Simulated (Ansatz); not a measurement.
Crystal: Hf, fcc type, 1 atom in the cell.

Theory: r²SCAN, plane waves, all-electron PAW datasets generated for the crystal, point nucleus in Ansatz 0.2.0 development build.

Cutoff 440 eV; k-mesh 13×13×13 Γ-centred; Fermi–Dirac smearing of 0.1 eV; no spin polarisation; no spin–orbit coupling.

What equilibrium volume, lattice constant and bulk modulus does this give?

V₀ = 22.461 Å³/atom (a₀ = 4.479 Å), B₀ = 103 GPa, B₀′ = 3.18. The points behind the fit:

```tsv
V (Å³/atom)	a (Å)	E − E(min) (meV/atom)	P (GPa)
20.761	4.3629	44.63	9.20
21.438	4.4098	14.45	5.17
22.115	4.4557	0.22	1.64
22.792	4.5007	0.00	-1.47
23.469	4.5449	12.17	-4.23
```

The stress includes the program's correction for the finite plane-wave basis.

This cubic structure is a model: it isn't the usual form of the substance at ambient conditions, and such phases are metastable or hypothetical.
